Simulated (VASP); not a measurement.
Set up this calculation in VASP 6.6.1, as the native input.

```
Task                   : single point
Functional             : PBE
Potentials or basis    : VASP PAW PBE potentials, release 64 (Sn_d)
Cutoff                 : 520 eV
k mesh                 : 7 × 7 × 7
Occupations            : tetrahedron
Spin                   : no spin polarisation
Dipole correction      : no
Further INCAR settings : ALGO = Normal; EDIFF = 1e-06; NBANDS = 13
```

The structure of Sn lies in POSCAR:

```
Sn
1.0
   -1.8703720000      1.8703720000      1.8703720000
    1.8703720000     -1.8703720000      1.8703720000
    1.8703720000      1.8703720000     -1.8703720000
Sn
1
Direct
    0.0000000000      0.0000000000      0.0000000000
```

The cell was built by a generator and needn't be a form met in nature.

The input as run:

INCAR

```
PREC = Accurate
ENCUT = 520
EDIFF = 1E-6
ISMEAR = -5
SIGMA = 0.1
LREAL = False
LASPH = True
NELM = 100
ALGO = Normal
ISIF = 2
LWAVE = False
LCHARG = False
GGA = PE
NBANDS = 13
```

KPOINTS

```
Automatic mesh
0
Gamma
  7 7 7
```

Potentials or basis: VASP PAW PBE potentials, release 64 (Sn_d).

The run is started by

```console
$ cat potpaw_PBE.64/Sn_d/POTCAR > POTCAR
$ mpirun -np 1 vasp_std > vasp.out
```

Results of the run:

| Item | Value |
| --- | --- |
| Pressure | 3.3 GPa |
| Band gap on the k mesh | none (metal or under the smearing width) |

Caveat: tetrahedron occupations give inexact forces and stress in metals.

Run time: 3.7 s on 1 thread of AMD EPYC 9R45 96-Core Processor (Zen 5), with other jobs on the host, peak memory 0.11 GiB.
